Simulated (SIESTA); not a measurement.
## Na in SIESTA: the effect of dispersion

Na, a slab with vacuum:

```
Na
1.0
     3.69667    0.00000    0.00000
     1.83186    3.21086    0.00000
     0.00000    0.00000   27.48638
Na
5
Direct
  0.00433 0.00433 0.27286
  0.34011 0.34011 0.38643
  0.67590 0.67590 0.50000
  0.34444 0.34444 0.61357
  0.68023 0.68023 0.72714
```

The slab is cut from a database's or a generator's crystal, which needn't be the stable form of the element.

Alike in all runs:

| Item | Value |
| --- | --- |
| Program | SIESTA 5.4.2 |
| Task | single point |
| Functional | PBE |
| Potentials or basis | PseudoDojo 0.4 standard (PBE files) |
| Basis | DZP (energy shift 0.003 Ry; two zetas on semicore shells) |
| Grid cutoff | 800 Ry |
| Energy shift | 0.003 Ry |
| k mesh | 8 × 8 × 1 |
| Occupations | fermi-dirac, width 0.05 eV |
| Spin | no spin polarisation |

```tsv
dispersion	largest force (eV/Å)
none	0.05
D3	?
D3(BJ)	0.08
D4	0.05
```

Q: What does the run with dispersion D3 give?

A: Largest force 0.03 eV/Å.
